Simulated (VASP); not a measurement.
C, 8 atoms in the cell. It takes space group P6_3/mmc (No. 194, hexagonal). The conventional cell has a = 2.522 Å, b = 2.522 Å, c = 8.237 Å, α = 90.00°, β = 90.00°, γ = 120.00°. C (site symmetry 3m) has 4 C at 1.54 Å as nearest neighbours. Around C (site symmetry 3m) lie 4 C at 1.54 Å. This is a hexagonal form of diamond, not graphite.

```yaml
Program: VASP 6.6.1
Task: band structure
Functional: SCAN
Potentials_or_basis: VASP PAW PBE potentials, release 64 (C)
Cutoff: 520 eV
k_mesh: 12 × 12 × 4
Occupations: fermi-dirac, width 0.05 eV
Spin: no spin polarisation
Further_INCAR_settings: ALGO = Normal; EDIFF = 1e-07; NBANDS = 26
```

Potentials or basis: VASP PAW PBE potentials, release 64 (C).

Launch:

```bash
$ cat potpaw_PBE.64/C/POTCAR > POTCAR
$ mpirun -np 1 vasp_std > vasp.out
```

Hardware: 1 thread of AMD EPYC 9R45 96-Core Processor (Zen 5), on a shared host.

Estimate the wall time of this run.

Run time: 7.8 min on 1 thread of AMD EPYC 9R45 96-Core Processor (Zen 5), on a shared host, peak memory 0.18 GiB. Counts: scf iterations 54, k points 57.
